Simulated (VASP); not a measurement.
# How biaxial strain in the (110) plane changes CdS (F-43m)

Strain engineering needs slopes: what does biaxial strain in the (110) plane do to the lattice and the band edges of CdS?

Main program and level: VASP 6.6.1; LDA; plane waves and PAW (Cd, S); cell typed or built by script, in the first sound run; inputs show where later runs differ.

## (1) Starting point

The structure is cubic, space group F-43m (No. 216). Conventional cell: a = 5.820 Å, b = 5.820 Å, c = 5.820 Å, α = 90.00°, β = 90.00°, γ = 90.00°. Nearest to Cd lie 4 S at 2.52 Å. Nearest to S lie 4 Cd at 2.52 Å. Farther neighbours and most contacts between anions are not listed.

Coordinates:

```cif
data_structure
_symmetry_space_group_name_H-M 'P 1'
_symmetry_Int_Tables_number 1
_cell_length_a 4.1154
_cell_length_b 4.1154
_cell_length_c 4.1154
_cell_angle_alpha 60.000
_cell_angle_beta 60.000
_cell_angle_gamma 60.000
_cell_volume 49.28
loop_
_atom_site_label
_atom_site_type_symbol
_atom_site_fract_x
_atom_site_fract_y
_atom_site_fract_z
_atom_site_occupancy
Cd1 Cd 0.00000 0.00000 0.00000 1
S2 S 0.25000 0.25000 0.25000 1
```

## (2) Relax the crystal, LDA

The series starts from the cell that this level prefers, so that zero strain is near zero stress.

This step took 2 runs in a row; the last is shown.

Level: LDA; plane waves and PAW (Cd, S); cell typed or built by script.

Input file INCAR:

```
SYSTEM = CdS
PREC = Accurate
ENCUT = 450
EDIFF = 1E-07
NELM = 120
ISMEAR = 0
SIGMA = 0.02
LREAL = .FALSE.
ALGO = Normal
GGA = CA
NBANDS = 15
LASPH = .TRUE.
LORBIT = 11
LWAVE = .FALSE.
LCHARG = .FALSE.
KPAR = 16
IBRION = 2
NSW = 40
ISIF = 3
EDIFFG = -0.005
POTIM = 0.4
```

Input file POSCAR:

```
CdS
1.0
    0.0000000000      2.8843989596      2.8843989596
    2.8843989596      0.0000000000      2.8843989596
    2.8843989596      2.8843989596      0.0000000000
Cd S
1 1
Direct
    0.0000000000      0.0000000000      0.0000000000
    0.2500000000      0.2500000000      0.2500000000
```

Input file KPOINTS:

```
Automatic mesh
0
Gamma
9 9 9
0 0 0
```

The projector-augmented-wave data sets are Cd and S (LDA family, release 64).

Run with:

```console
$ mpirun -np 16 vasp_std
```

Log:

```text
[banner, memory and clock lines left out]
running   16 mpi-ranks, on    1 nodes
[...]
|                                                                             |
|           W    W    AA    RRRRR   N    N  II  N    N   GGGG   !!!           |
|           W    W   A  A   R    R  NN   N  II  NN   N  G    G  !!!           |
|           W    W  A    A  R    R  N N  N  II  N N  N  G       !!!           |
|           W WW W  AAAAAA  RRRRR   N  N N  II  N  N N  G  GGG   !            |
|           WW  WW  A    A  R   R   N   NN  II  N   NN  G    G                |
|           W    W  A    A  R    R  N    N  II  N    N   GGGG   !!!           |
|                                                                             |
|     For optimal performance we recommend to set                             |
|       NCORE = 2 up to number-of-cores-per-socket                            |
|     NCORE specifies how many cores store one orbital (NPAR=cpu/NCORE).      |
|     This setting can greatly improve the performance of VASP for DFT.       |
[...]
DAV:   4    -0.792118473964E+01   -0.23619E-01   -0.23617E-01  1323   0.402E+00
[...]
DAV:  12    -0.740676476973E+01    0.46261E-05   -0.18499E-05  1581   0.599E-02    0.643E-03
DAV:  13    -0.740676485034E+01   -0.80606E-07   -0.12593E-06  1197   0.930E-03    0.172E-03
DAV:  14    -0.740676485269E+01   -0.23517E-08   -0.26684E-08   728   0.146E-03
   1 F= -.74067649E+01 E0= -.74067649E+01  d E =-.740676E+01
[...]
N       E                     dE             d eps       ncg     rms          rms(c)
DAV:   1    -0.740683315226E+01   -0.68302E-04   -0.12254E-03  1120   0.453E-01    0.612E-02
DAV:   2    -0.740677354745E+01    0.59605E-04   -0.13797E-04  1246   0.186E-01    0.227E-02
DAV:   3    -0.740676808819E+01    0.54593E-05   -0.13229E-05  1323   0.417E-02    0.188E-02
DAV:   4    -0.740676744253E+01    0.64567E-06   -0.89515E-07  1127   0.937E-03    0.372E-03
DAV:   5    -0.740676738964E+01    0.52884E-07   -0.10868E-07   631   0.588E-03
   2 F= -.74067674E+01 E0= -.74067674E+01  d E =-.253695E-05
 trial-energy change:   -0.000003  1 .order   -0.000002   -0.000007    0.000002
 step:   0.7588(harm=  0.7588)  dis= 0.00000  next Energy=    -7.406767 (dE=-0.247E-05)
 reached required accuracy - stopping structural energy minimisation
```

Wall time 4.6 s (16 MPI ranks of Intel Xeon Platinum 8488C (Sapphire Rapids), shared host); peak memory 2.6 GiB; 44 s of CPU time.

The logs omit lines about the potential files and the build; timing stands in the text.

From OUTCAR (step 2):

```text
  Total        0.0033728      0.0033728      0.0033728      0.0000000      0.0000000      0.0000000
  in kB        0.1126608      0.1126608      0.1126608      0.0000000      0.0000000      0.0000000
  external PRESSURE =       0.1126608 kB  Pullay stress =       0.0000000 kB

 POSITION                                       TOTAL-FORCE (eV/Angst)
 -----------------------------------------------------------------------------------
     -0.00000      2.88381      2.88381        -0.000000     -0.000000     -0.000000
      1.44190      1.44190      1.44190         0.000000      0.000000      0.000000
 -----------------------------------------------------------------------------------
    total drift:                                0.000000      0.000000      0.000000

  FREE ENERGIE OF THE ION-ELECTRON SYSTEM (eV)
  ---------------------------------------------------
  free  energy   TOTEN  =        -7.4067673896 eV

  energy  without entropy=       -7.4067673896  energy(sigma->0) =       -7.40676739

 reached required accuracy - stopping structural energy minimisation

[... 3 further parts left out ...]
[key lines of the parts left out:]
E-fermi :   1.5849
```

Read from the output:

```
energy(sigma→0) of the program : -7.4068 eV
stress, compression positive   : 0.01 along [110], 0.01 across it (mean), GPa
volume                         : 47.966 Å³
ionic steps                    : 2
```

## (3) Strain along the normal, LDA

One member in full: the plane is strained by 0.5 %, and the strain along the normal is moved by secant steps until the normal stress is under 0.012 GPa or five steps are spent; the atoms relax at each step.

This step took 3 runs, each at a new trial strain with the atoms of the one before; the last is shown.

Level: LDA; plane waves and PAW (Cd, S); cell typed or built by script.

INCAR, as its differences from that of step 2:

```diff
@@ -15,7 +15,7 @@
 LCHARG = .FALSE.
-KPAR = 16
-IBRION = 2
-NSW = 40
-ISIF = 3
-EDIFFG = -0.005
-POTIM = 0.4
+KPAR = 4
+IBRION = 1
+NSW = 25
+ISIF = 2
+EDIFFG = -0.004
+POTIM = 0.3
```

Input file POSCAR:

```
CdS
1.0
   -0.0147545210      2.8834728930      2.8982274140
    2.8834728930     -0.0147545210      2.8982274140
    2.8687183720      2.8687183720      0.0000000000
Cd S
1 1
Direct
    0.9987452779      0.9987452779      0.0012547221
    0.2512547221      0.2512547221      0.2487452779
```

KPOINTS is that of step 2.

Run with:

```console
$ mpirun -np 4 vasp_std
```

Log:

```text
[banner, memory and clock lines left out]
running    4 mpi-ranks, on    1 nodes
[...]
LDA part: xc-table for (Slater(with rela. corr.)+CA(PZ))
 , standard interpolation
 POSCAR, INCAR and KPOINTS ok, starting setup
[...]
entering main loop
       N       E                     dE             d eps       ncg     rms          rms(c)
DAV:   1     0.100351756607E+03    0.10035E+03   -0.84863E+03  3878   0.983E+02
DAV:   2    -0.398809486487E+01   -0.10434E+03   -0.98741E+02  4506   0.256E+02
DAV:   3    -0.789658124195E+01   -0.39085E+01   -0.39012E+01  4583   0.519E+01
DAV:   4    -0.792080670406E+01   -0.24225E-01   -0.24223E-01  4730   0.403E+00
[...]
DAV:  12    -0.740629659389E+01    0.47064E-05   -0.18385E-05  5768   0.593E-02    0.637E-03
DAV:  13    -0.740629668155E+01   -0.87654E-07   -0.12559E-06  4303   0.913E-03    0.172E-03
DAV:  14    -0.740629668387E+01   -0.23188E-08   -0.24283E-08  2967   0.140E-03
   1 F= -.74062967E+01 E0= -.74062967E+01  d E =-.740630E+01
 BRION: g(F)=  0.226E-05 g(S)=  0.000E+00
[...]
N       E                     dE             d eps       ncg     rms          rms(c)
DAV:   1    -0.740629825433E+01   -0.15728E-05   -0.36153E-04  3799   0.130E-01    0.424E-03
DAV:   2    -0.740629859629E+01   -0.34197E-06   -0.38468E-06  4716   0.144E-02    0.152E-03
DAV:   3    -0.740629858922E+01    0.70709E-08   -0.28704E-08  2862   0.149E-03
   2 F= -.74062986E+01 E0= -.74062986E+01  d E =-.190536E-05
 BRION: g(F)=  0.986E-06 g(S)=  0.000E+00 retain N=  1 mean eig= 2.94
 eig:   2.943
[...]
N       E                     dE             d eps       ncg     rms          rms(c)
DAV:   1    -0.740629898654E+01   -0.39024E-06   -0.13656E-03  3757   0.252E-01    0.824E-03
DAV:   2    -0.740630025925E+01   -0.12727E-05   -0.14375E-05  4758   0.278E-02    0.289E-03
DAV:   3    -0.740630023493E+01    0.24326E-07   -0.10868E-07  3589   0.288E-03
   3 F= -.74063002E+01 E0= -.74063002E+01  d E =-.164570E-05
 BRION: g(F)=  0.190E-08 g(S)=  0.000E+00 retain N=  1 mean eig= 3.08
 eig:   3.078
 reached required accuracy - stopping structural energy minimisation
```

Run time: 18 s. Hardware: 4 MPI ranks; peak memory 0.73 GiB; 60 s of CPU time.

Parts of OUTCAR (step 3):

```text
  Total       -0.0850288     -0.0850288     -0.1166398      0.0846210      0.0000000      0.0000000
  in kB       -2.8267927     -2.8267927     -3.8777025      2.8132349      0.0000000      0.0000000
  external PRESSURE =      -3.1770960 kB  Pullay stress =       0.0000000 kB

 POSITION                                       TOTAL-FORCE (eV/Angst)
 -----------------------------------------------------------------------------------
      2.86872      2.86872      5.78971         0.000000      0.000000      0.000181
      1.43436      1.43436      1.45585        -0.000000     -0.000000     -0.000181
 -----------------------------------------------------------------------------------
    total drift:                                0.000000      0.000000     -0.000394

  FREE ENERGIE OF THE ION-ELECTRON SYSTEM (eV)
  ---------------------------------------------------
  free  energy   TOTEN  =        -7.4063002349 eV

  energy  without entropy=       -7.4063002349  energy(sigma->0) =       -7.40630023

[... 1 part as in an earlier step ...]

[... 3 further parts left out ...]
[key lines of the parts left out:]
E-fermi :   1.5569
```

This run gave:

- energy(sigma→0) of the program: -7.4063 eV
- stress, compression positive: 0.00 along [110], -0.48 across it (mean), GPa
- ionic steps: 3

## (4) Band edges, HSE06

Short lines in KPOINTS_OPT sample the zone centre along and across the normal of the plane, for masses, and the other valleys.

Level: HSE06; plane waves and PAW (Cd, S); cell typed or built by script.

Input file INCAR:

```
SYSTEM = CdS
PREC = Accurate
ENCUT = 450
EDIFF = 1E-06
NELM = 100
ISMEAR = 0
SIGMA = 0.02
LREAL = .FALSE.
ALGO = Normal
LHFCALC = .TRUE.
AEXX = 0.25
GGA = PE
HFSCREEN = 0.2
LASPH = .TRUE.
NBANDS = 14
PRECFOCK = Fast
LWAVE = .FALSE.
LCHARG = .FALSE.
KPAR = 4
```

Input file POSCAR:

```
CdS
1.0
   -0.0147545210      2.8834728930      2.8982274140
    2.8834728930     -0.0147545210      2.8982274140
    2.8687183720      2.8687183720      0.0000000000
Cd S
1 1
Direct
    0.9988371641      0.9988371641      0.0011628359
    0.2511628359      0.2511628359      0.2488371641
```

Input file KPOINTS:

```
Automatic mesh
0
Gamma
5 5 5
0 0 0
```

Input file KPOINTS_OPT:

```
Line mode
6
Line-mode
Reciprocal
  0.00000000   0.00000000   0.00000000
  0.01614221   0.01614221   0.03228442

  0.00000000   0.00000000   0.00000000
 -0.01630826   0.01630826   0.00000000

  0.31000000   0.31000000   0.00000000
  0.50000000   0.50000000   0.00000000

  0.00000000   0.31000000   0.31000000
  0.00000000   0.50000000   0.50000000

  0.45000000   0.45000000   0.45000000
  0.50000000   0.50000000   0.50000000

  0.45000000   0.00000000   0.00000000
  0.50000000   0.00000000   0.00000000

  0.42500000   0.42500000   0.00000000
  0.42488259   0.44794595   0.02282854

  0.50000000   0.50000000   0.50000000
  0.48369174   0.51630826   0.50000000
```

Run with:

```console
$ mpirun -np 4 vasp_std
```

Log:

```text
[banner, memory and clock lines left out]
running    4 mpi-ranks, on    1 nodes
[...]
|                                                                             |
|               ----> ADVICE to this user running VASP <----                  |
|                                                                             |
|     You enforced a specific xc type in the INCAR file but a different       |
|     [... a line on the potential file left out ...]
|     I HOPE YOU KNOW WHAT YOU ARE DOING!                                     |
|                                                                             |

 LDA part: xc-table for (Slater+PW92), standard interpolation
 found WAVECAR, reading the header
 POSCAR, INCAR and KPOINTS ok, starting setup
[...]
reading WAVECAR
 the WAVECAR file was read successfully
 initial charge from wavefunction
 entering main loop
       N       E                     dE             d eps       ncg     rms          rms(c)
DAV:   1    -0.764198538214E+01   -0.76420E+01   -0.11022E+00   756   0.128E+01    0.374E+00
DAV:   2    -0.763007154436E+01    0.11914E-01   -0.89687E-02   864   0.455E+00    0.218E+00
DAV:   3    -0.762231074829E+01    0.77608E-02   -0.16901E-02   924   0.169E+00    0.138E+00
DAV:   4    -0.762151395071E+01    0.79680E-03   -0.26973E-03   840   0.508E-01    0.876E-01
[...]
DAV:   8    -0.762133420224E+01    0.57351E-05   -0.44067E-06   804   0.156E-02    0.868E-02
DAV:   9    -0.762133286607E+01    0.13362E-05   -0.15300E-06   786   0.966E-03    0.475E-02
DAV:  10    -0.762133275846E+01    0.10760E-06   -0.66115E-07   594   0.651E-03
   1 F= -.76213328E+01 E0= -.76213328E+01  d E =-.127080E-27
 Start KPOINTS_OPT (optional k-point list driver)
k-point batch [1-27\48]
       N       E                     dE             ncg
DAV:   1     0.959283999946E+03   -0.70163E+04      772
DAV:   2    -0.258870586981E+04   -0.35480E+04      888
DAV:   3    -0.280009750641E+04   -0.21139E+03      858
DAV:   4    -0.280291777280E+04   -0.28203E+01      950
DAV:   5    -0.280294278739E+04   -0.25015E-01      972
DAV:   6    -0.280294318752E+04   -0.40014E-03      950
DAV:   7    -0.280294319756E+04   -0.10036E-04      888
DAV:   8    -0.280294319787E+04   -0.30611E-06      708
k-point batch [28-48\48]
       N       E                     dE             ncg
DAV:   1     0.360826336030E+04   -0.98444E+04      588
DAV:   2     0.840874657033E+03   -0.27674E+04      642
DAV:   3     0.697557734764E+03   -0.14332E+03      708
DAV:   4     0.695636635220E+03   -0.19211E+01      714
DAV:   5     0.695619648699E+03   -0.16987E-01      714
DAV:   6     0.695619422390E+03   -0.22631E-03      714
DAV:   7     0.695619417648E+03   -0.47418E-05      714
DAV:   8     0.695619417545E+03   -0.10320E-06      546
```

It took 4.4 min on 4 MPI ranks; peak memory 1.1 GiB; 14 min of CPU time.

From OUTCAR (step 4):

```text
  LATTYP: Found a body centered orthorhombic cell.
 ALAT       =     4.0569804283
 B/A-ratio  =     1.0102864897
 C/A-ratio  =     1.4287608556

 Subroutine GETGRP returns: Found  4 space group operations
 (whereof  4 operations were pure point group operations)

The static configuration has the point symmetry C_2v.

 Found     27 irreducible k-points:

   k-points           NKPTS =     27   k-points in BZ     NKDIM =    125   number of bands    NBANDS=     14

   dimension x,y,z NGX =    28 NGY =   28 NGZ =   28
   dimension x,y,z NGXF=    56 NGYF=   56 NGZF=   56

   ENCUT  =  450.0 eV  33.07 Ry    5.75 a.u.   7.07  7.07  7.02*2*pi/ulx,y,z

   NELECT =      18.0000    total number of electrons

  exchange ACFDT corr.  =         0.00000000  see jH, gK, PRB 81, 115126

 E-fermi :   1.1530

 k-point     1 :       0.0000    0.0000    0.0000
  band No.  band energies     occupation
    ...
      5      -7.4795      2.00000
      6      -7.4772      2.00000
      7       0.9638      2.00000
      8       0.9676      2.00000
      9       1.0048      2.00000
     10       3.2422      0.00000
     11       8.6279      0.00000
     12       8.6950      0.00000
     13       8.7670      0.00000
     14      13.8843      0.00000

 k-point     2 :       0.2000    0.0000    0.0000
  band No.  band energies     occupation
    ...
      5      -7.4794      2.00000
      6      -7.4771      2.00000
      7      -1.0692      2.00000
      8       0.6489      2.00000
      9       0.6958      2.00000
     10       4.6652      0.00000
     11       8.3390      0.00000
     12       9.1296      0.00000
     13       9.2064      0.00000
     14      12.8164      0.00000

 POSITION                                       TOTAL-FORCE (eV/Angst)
 -----------------------------------------------------------------------------------
      2.86872      2.86872      5.78971         0.000000      0.000000     -0.004892
      1.43436      1.43436      1.45585         0.000000      0.000000      0.004892
 -----------------------------------------------------------------------------------
    total drift:                               -0.000001     -0.000001      0.000008

  FREE ENERGIE OF THE ION-ELECTRON SYSTEM (eV)
  ---------------------------------------------------
  free  energy   TOTEN  =        -7.6213327585 eV

  energy  without entropy=       -7.6213327585  energy(sigma->0) =       -7.62133276

[... 1 part as in an earlier step ...]

[... 7 further parts left out ...]
```

This run gave:

```
energy(sigma→0) of the program : -7.6213 eV
```

## (5) The whole series

Hybrid runs start from orbitals of a short LDA run, not shown.

Runs beyond LDA use the data sets made with LDA; this shifts their levels slightly, and their total energies have another zero.

The other members went through these steps as far as the tables show, with the same cutoff and, step by step, the same mesh; 42 runs are not shown. The session took 3.4 core hours (wall time by ranks) on a shared machine.

```tsv
in-plane strain (%)	strain along the normal (%)	mean of the two in-plane stresses, tension positive (GPa)	energy above the unstrained row (meV/atom)	gap on the mesh, LDA (eV)
-2.000	2.208	-1.860	6.132	0.926
-1.500	1.646	-1.409	3.552	0.939
-1.000	1.092	-0.947	1.667	0.950
-0.500	0.546	-0.477	0.473	0.958
0	0.000	-0.007	0.000	0.965
0.500	-0.523	0.476	0.229	0.928
1.000	-1.041	0.962	1.182	0.889
1.500	-1.549	1.453	2.865	0.848
2.000	-2.045	1.947	5.280	0.805
```

Slopes at zero strain, from cubics through all rows: strain ratio -1.068, stress over strain 96 GPa.

Band edges at HSE06, counted from the valence-band top at Γ, with one row partly withheld:

```tsv
in-plane strain (%)	gap (eV)	conduction band at Γ (eV)	Δ or X valley along z (eV)	Δ or X valley along x (eV)	lowest conduction level at L, [111] (eV)	lowest conduction level at L, [-111] (eV)	second valence level below the top (eV)	third valence level below the top (eV)
-2.000	2.238	2.238	4.142	4.337	4.296	3.995	0.029	0.168
-1.500	2.251	2.252	4.229	4.356	4.267	4.047	0.020	0.125
-1.000	?	?	4.304	4.375	4.239	4.096	0.012	0.084
-0.500	2.270	2.270	4.364	4.393	4.212	4.142	0.005	0.042
0	2.276	2.276	4.410	4.410	4.186	4.186	0.000	0.000
0.500	2.237	2.237	4.399	4.385	4.120	4.185	0.037	0.041
1.000	2.196	2.196	4.374	4.359	4.054	4.181	0.076	0.082
1.500	2.152	2.153	4.339	4.333	3.990	4.174	0.115	0.123
2.000	2.106	2.107	4.294	4.306	3.926	4.163	0.155	0.164
```

Conduction masses, in electron masses:

```tsv
in-plane strain (%)	conduction mass at Γ, along the strain axis or the normal of the plane	conduction mass at Γ, across the strain axis or in the plane
-2.000	0.160	0.185
-1.500	0.163	0.182
-1.000	0.166	0.178
-0.500	0.168	0.174
0	0.172	0.172
0.500	0.173	0.167
1.000	0.176	0.165
1.500	0.177	0.161
2.000	0.180	0.158
```

## (6) Working out the slope

The quantity to fit is the conduction level at Γ above the mean of the three top valence levels at HSE06: 2.304, 2.300, 2.286, 2.276, 2.263, 2.249, 2.232, 2.213 eV in the rows shown.

A least-squares parabola through the 8 rows shown, with e the strain in %: E = − 0.004369 e² − 0.02270 e + 2.276 (eV), r.m.s. residual 1.0e-4 eV.

At e = -1 this predicts 2.2942 eV.

## (7) The withheld row

The calculation gives 2.2941 eV, so the prediction is 0.0001 eV too high.

## (8) Summary of results

| Property | Result |
| --- | --- |
| ratio of normal to in-plane strain | -1.068 |
| biaxial modulus | 96 GPa |
| gap of the unstrained cell, HSE06 | 2.28 eV |
| slope at zero strain of the conduction level at Γ above the mean of the three top valence levels, HSE06 | -23 meV per % |
| error of the predicted row | 0.1 meV |

What this shows: As a check, the curvature of the energy gives 95 GPa for the same modulus (energy per volume = M × strain²), 0 % from the slope of the stress. At HSE06 the lowest conduction valley is Γ throughout, and the gap runs between 2.11 and 2.28 eV. Hole masses are left out throughout, since the top bands are degenerate or cross in many series; of conduction masses, those of the Γ, L and (for Si and Ge under (001) strain) Δ valleys are kept where they change by under an eighth between rows. HSE06 ran on a coarser mesh than the semilocal levels. Spin-orbit coupling is left out at HSE06, so the valence splittings there lack it. Δ or X levels are the lowest on their line, refined by a parabola unless they lie at X; the gap is read from all points sampled and can differ from the lowest valley by some meV, or by tens of meV where strain moves the valence top off Γ. Temperature, zero-point motion and excitons are left out.

[Lines on the potential files, build, host, timing and source positions are cut from VASP's logs without a mark.]

[Logs are printed without paths, hosts, clocks, repeated set-up lines and the standing remarks that a program may print on its own settings, such as how far it seeks lower states.]

[Hosts, paths, dates, database ids (printed as entryN), source tags and the programs' standing remarks are cut or masked in the printed files.]

[In band tables of VASP the shares of atoms and orbitals are scaled to a sum of 1 inside the atoms' spheres.]
